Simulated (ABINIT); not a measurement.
Here is an ABINIT 10.8.3 (patched build) calculation.

Contents of run.abi:

```
pp_dirpath "./"
pseudos "In.GGA_PBE-JTH.xml, P.GGA_PBE-JTH.xml"

structure "poscar:POSCAR"
natom 2

ecut 22.0
pawecutdg 44.0
pawxcdev 0

kptopt 1
ngkpt 8 8 8
nshiftk 1
shiftk 0.0 0.0 0.0

ixc 11

nband 13
occopt 3
tsmear 0.00183747

nstep 100
tolvrs 1.0e-9

iomode 3
prtwf 0
prtden 0
prteig 0
prtebands 0
enunit 1
```

Contents of POSCAR:

```
InP
1.0
    0.0000000000      2.7688340000      2.7688340000
    2.7688340000      0.0000000000      2.7688340000
    2.7688340000      2.7688340000      0.0000000000
In P
1 1
Direct
    0.0000000000      0.0000000000      0.0000000000  In
    0.5000000000      0.5000000000      0.5000000000  P
```

Potentials or basis: JTH PAW PBE v2.0.

The run is started by

```console
$ abinit run.abi > log 2>&1
```

(1) What does it give for the pressure?

(2) What does it give for the band gap on the k mesh?

## Answers

(1) -0.1 GPa.

(2) none (metal or under the smearing width).
